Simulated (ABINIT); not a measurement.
Planning a run of ABINIT 10.8.3 on GaN (F-43m). The input:

```
acell 3*1.0 Angstrom
rprim 
  0.000000000000 2.253500607500 2.253500607500
  2.253500607500 0.000000000000 2.253500607500
  2.253500607500 2.253500607500 0.000000000000
ntypat 2
znucl 31 7
natom 2
typat 1 2
xred 
  0.000000000000 0.000000000000 0.000000000000
  0.750000000000 0.750000000000 0.750000000000
pp_dirpath "pseudos"
pseudos "Ga.upf, N.upf"
ecut 36
ngkpt 4 4 4
nshiftk 1
shiftk 0 0 0
kptopt 1
chksymbreak 0
istwfk *1
occopt 1
irdwfk 1
optdriver 4
nband 26
gwcalctyp 27
ecutsigx 36
symsigma 0
nkptgw 8
kptgw 
  0.0000000000 0.0000000000 0.0000000000
  0.2500000000 0.0000000000 0.0000000000
  0.5000000000 0.0000000000 0.0000000000
  0.2500000000 0.2500000000 0.0000000000
  0.5000000000 0.2500000000 0.0000000000
  -0.2500000000 0.2500000000 0.0000000000
  0.5000000000 0.5000000000 0.0000000000
  -0.2500000000 0.5000000000 0.2500000000
bdgw 
  1 19
  1 19
  1 19
  1 19
  1 19
  1 19
  1 19
  1 19
ecuteps 4
irdscr 1
irdqps 1
indata_prefix "in"
outdata_prefix "out"
tmpdata_prefix "tmp"
```

```sh
OMP_NUM_THREADS=1 mpirun -n 4 abinit run.abi > log
```

Q: How long will it take on 4 MPI ranks of Arm Neoverse V2, shared host, and how much memory?

It took 23 s; on shared hardware allow 12 s to 46 s. Peak host memory was 0.82 GiB.

[Paths, hosts, dates, memory and timing lines, banners, echoed tables and standing remarks are left out of the program output.]

[Logs are printed without paths, hosts, clocks, repeated set-up lines and the standing remarks that a program may print on its own settings, such as how far it seeks lower states.]

[Runs of the session that timed out or met a known fault of the program may be left out.]

[Hosts, paths, dates, database ids (printed as entryN), source tags and the programs' standing remarks are cut or masked in the printed files.]

[G0W0 gaps are taken among the corrected bands and points alone; a level outside them can change the order at an edge.]

[Where Ansatz stands beside ABINIT at settings called matched, ABINIT's density can come from a denser mesh and the files from another edition; pairs whose starting gaps differed by over 0.03 eV were left out, so agreement reads better than it is.]
